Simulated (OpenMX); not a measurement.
**GaAs under changes of volume**

One of the cells (22.590 Å³/atom); the others are scaled copies at fixed shape and fractional positions:

```
As Ga
1.0
     0.00000    2.82685    2.82685
     2.82685    0.00000    2.82685
     2.82685    2.82685    0.00000
As Ga
1 1
Direct
  0.75000 0.75000 0.75000
  0.00000 0.00000 0.00000
```

- Program: OpenMX 3.8.5
- Functional: PBE
- Potentials or basis: OpenMX 2013 PBE set, As7.0-s3p2d1, Ga7.0-s2p2d1, fixed grid of 45 × 45 × 45 points
- k mesh: 9 × 9 × 9
- Occupations: fermi-dirac, width 0.05 eV
- Spin: no spin polarisation

```tsv
volume (Å³/atom)	energy over the lowest point (meV/atom)	gap on the mesh (eV)
21.234	122.34	1.19
21.686	89.66	1.00
22.138	62.43	0.81
22.590	40.53	0.63
23.041	23.18	0.46
23.493	?	?
23.945	0.00	0.13
```

What does the run at 23.493 Å³/atom give?

Energy over the lowest point 9.63 meV/atom; gap on the mesh 0.29 eV.

Worked out: A Birch-Murnaghan fit of order 3 (a polynomial in V^(-2/3)) to the other rows has no minimum within the range. It gives 9.77 meV/atom at 23.493 Å³/atom, against the run's 9.63. A straight line through the other rows of the gap, of slope -8.83 eV per unit of ln V (its deformation potential), gives 0.29 eV, against the run's 0.29.

Energies are extrapolated to zero smearing.

Caveats: the basis has few d functions beyond the semicore shells, which can make volumes several per cent too large; the basis of atomic orbitals isn't converged, which shifts pressures, moduli and gaps.

Spin-orbit coupling on As, Ga is left out.
